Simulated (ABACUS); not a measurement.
W:

```
CELL_PARAMETERS angstrom
-1.58234 1.58234 1.58234
1.58234 -1.58234 1.58234
1.58234 1.58234 -1.58234
ATOMIC_POSITIONS crystal
W 0.00000 0.00000 0.00000
```

Base run:

- Program: ABACUS 3.10.1
- Functional: RPBE
- Potentials or basis: SSSP 1.3 efficiency PBE
- Cutoff: 748 eV
- Density cutoff: 5987 eV
- Basis: plane waves
- k mesh: 10 × 10 × 10
- Occupations: fermi-dirac, width 0.05 eV
- Spin: no spin polarisation

Its results: band gap on the k mesh none (metal or under the smearing width); pressure 9.7 GPa.

Problem. The run is repeated on the same cell with these changes: functional from RPBE to BLYP; potentials or basis from SSSP 1.3 efficiency PBE to SPMS ONCV 1.0 PBE; cutoff from 748 eV to 1007 eV; density cutoff from 5987 eV to 4027 eV. What comes out?

Solution. Band gap on the k mesh none (metal or under the smearing width); pressure 16.5 GPa.

Caveats: the potentials were made for another functional, which shifts forces and pressure; so large a pressure means that the cell lies far from this level's equilibrium, or that cutoff or potentials fall short (some runs).
